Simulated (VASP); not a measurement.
**Zn: relaxation of cell and atoms with SCAN**

Zn:

```
CELL_PARAMETERS angstrom
0.00000 1.96478 1.96478
1.96478 0.00000 1.96478
1.96478 1.96478 0.00000
ATOMIC_POSITIONS crystal
Zn 0.00000 0.00000 0.00000
```

This isn't the form of Zn at room conditions, which is hcp.

```json
{"Program": "VASP 6.6.1", "Task": "relaxation of cell and atoms", "Functional": "SCAN", "Potentials or basis": "VASP PAW PBE potentials, release 64 (Zn)", "Cutoff": "600 eV", "k mesh": "12 × 12 × 12", "Occupations": "fermi-dirac, width 0.05 eV", "Spin": "no spin polarisation", "Further INCAR settings": "ALGO = Normal; EDIFF = 1e-06; IBRION = 2; EDIFFG = -0.005; NSW = 60; ISIF = 3"}
```

- Relaxed volume: 13.98 Å³/atom
- Relaxed cell: a = 2.704 Å, b = 2.704 Å, c = 2.704 Å, α = 60.00°, β = 60.00°, γ = 60.00°
- Space group after relaxing (to 0.05 Å): Fm-3m (No. 225)
- Energy gained by relaxing: 33.1 meV/atom
- Ionic steps: 12
- Pressure after relaxing: 0.0 GPa
- Band gap on the k mesh: none (metal or under the smearing width)

Step by step:
| step | energy change (eV) | largest force (eV/Å) | pressure (GPa) | volume (Å³) |
| --- | --- | --- | --- | --- |
| 1 | 0.0000 | 0.0000 | -6.74 | 15.17 |
| 2 | -0.0326 | 0.0000 | 1.63 | 13.81 |
| 3 | -0.0332 | 0.0000 | 0.20 | 13.95 |
| 4 | -0.0331 | 0.0000 | -0.12 | 13.98 |
| 5 | -0.0331 | 0.0000 | -0.13 | 13.98 |
| 6 | -0.0331 | 0.0000 | -0.07 | 13.98 |
| 7 | -0.0331 | 0.0000 | -0.10 | 13.98 |
| 8 | -0.0331 | 0.0000 | -0.09 | 13.98 |
| 9 | -0.0331 | 0.0000 | -0.09 | 13.98 |
| 10 | -0.0331 | 0.0000 | -0.08 | 13.98 |
| 11 | -0.0331 | 0.0000 | -0.10 | 13.98 |
| 12 | -0.0331 | 0.0000 | -0.05 | 13.98 |

Final structure:
```yaml
crystal:
  lattice:
    - [0.00000, 1.91192, 1.91192]
    - [1.91192, 0.00000, 1.91192]
    - [1.91192, 1.91192, 0.00000]
  atoms:
    - { symbol: Zn, position: [0.00000, 0.00000, 0.00000] }
```

Levels at points of the mesh, in eV from the Fermi level:
| k point | band 4 | band 5 | band 6 | band 7 | band 8 | band 9 |
| --- | --- | --- | --- | --- | --- | --- |
| (0.00, 0.00, 0.00) | -8.06 | -7.61 | -7.61 | 20.46 | 20.74 | 20.74 |
| (0.50, 0.00, 0.00) | -7.27 | -7.27 | -3.49 | -1.18 | 17.31 | 17.31 |
| (0.50, 0.50, 0.00) | -7.19 | -7.19 | -1.38 | 2.33 | 9.45 | 9.45 |

Run time: 6.2 min on 1 thread of Intel(R) Xeon(R) Platinum 8259CL CPU @ 2.50GHz (Skylake/Cascade Lake) (shared host), peak memory 0.15 GiB.

Caveat: the PAW data sets were made with another functional, which shifts forces and pressure a little.
